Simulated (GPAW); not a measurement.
**C: equation of state with BLYP**

**What was measured.**

“Equation of state of cubic boron nitride at high pressures and temperatures”, 2007, arxiv:cond-mat/0702656 quotes, for a bulk crystal of C: bulk modulus 442 ± 5 GPa.

Crystal: C.

```
CELL_PARAMETERS angstrom
0.00000 1.78337 1.78337
1.78337 0.00000 1.78337
1.78337 1.78337 0.00000
ATOMIC_POSITIONS crystal
C 0.75000 0.75000 0.75000
C 0.50000 0.50000 0.50000
```

This isn't the form of C at room conditions, which is graphite.

* Program: GPAW 26.7.0
* Task: equation of state
* Functional: BLYP
* Potentials or basis: PAW data sets generated in the run's folder for this functional
* Cutoff: 800 eV
* Basis: pw
* k mesh: 10 × 10 × 10
* Occupations: fermi-dirac, width 0.05 eV
* Spin: no spin polarisation

| Property | Result |
| --- | --- |
| Equilibrium volume | 5.83 Å³/atom |
| Bulk modulus | 406 GPa |
| Pressure derivative of the bulk modulus | 3.8 |

Energy against volume, from the lowest point:
```tsv
volume (Å³/atom)	energy (meV/atom)
5.332	60.85
5.445	34.77
5.558	16.44
5.672	5.05
5.785	0.00
5.899	0.81
6.012	6.84
```

It took 41 s on 1 thread of Arm Neoverse V2, with other jobs on the host, peak memory 0.18 GiB.

Measured bulk modulus of C: 442 GPa (quoted in “Equation of state of cubic boron nitride at high pressures and temperatures”, 2007, arxiv:cond-mat/0702656). This calculation gives 406 GPa (-8.1 %). 3 values of this kind are on record (442 to 444.8 GPa); this one was drawn at random among those near their median, those with a stated uncertainty first. The fit is for a static lattice scaled at fixed shape and fixed fractional positions. The cell as given is a measured one (5.67 Å³/atom); BLYP puts the equilibrium volume +2.7 % from it, thermal expansion not counted.
